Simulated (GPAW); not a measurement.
Input of a GPAW 26.7.0 run:

File run.py:

```python
from ase import Atoms
from ase.eos import EquationOfState
from ase.io import Trajectory
from ase.units import GPa
from gpaw import GPAW, PW

atoms = Atoms(['Pd', 'Pd'],
              cell=[[2.7836650458, 0.0, 0.0],
                    [-1.3918325229, 2.4107246453, 0.0],
                    [0.0, 0.0, 4.628893]],
              scaled_positions=[[0.3333333333, 0.6666666667, 0.25],
                                [0.6666666667, 0.3333333333, 0.75]],
              pbc=True)

traj = Trajectory('eos.traj', 'w')
volumes, energies = [], []
for x in [0.94, 0.96, 0.98, 1.0, 1.02, 1.04, 1.06]:
    a = atoms.copy()
    a.set_cell(atoms.cell * x**(1 / 3), scale_atoms=True)
    calc = GPAW(mode=PW(600),
                xc='LDA',
                kpts={'size': (9, 9, 5), 'gamma': True},
                occupations={'name': 'fermi-dirac', 'width': 0.05},
                nbands=29,
                convergence={'density': 1e-05, 'energy': 1e-05},
                maxiter=150,
                txt=f'eos-{x:.2f}.txt')
    a.calc = calc
    energies.append(a.get_potential_energy(force_consistent=True))
    volumes.append(a.get_volume())
    p = -a.get_stress()[:3].mean() / GPa
    calc.write(f'eos-{x:.2f}.gpw')
    traj.write(a)
    print(f'{x:.2f} {volumes[-1]:10.4f} A^3 {energies[-1]:14.6f} eV {p:9.3f} GPa', flush=True)

v0, e0, B = EquationOfState(volumes, energies, eos='birchmurnaghan').fit()
print(f'V0 = {v0:.4f} A^3, E0 = {e0:.6f} eV, B0 = {B / GPa:.2f} GPa')
```

Potentials or basis: the program's PAW data sets (release 1.2.1) made for this functional, pw.

Run with:

```bash
$ OMP_NUM_THREADS=1 python run.py
```

(1) Estimate the bulk modulus at fixed shape and positions.

(2) Estimate the equilibrium volume.

Results:

(1) 224 GPa (rough).

(2) 14.22 Å³/atom (rough: see the caveat).

Caveat: the minimum lies outside the volumes run; the cell was scaled at fixed shape and fractional positions, which overstates the stiffness of a crystal with free parameters, most of all of layers and chains.
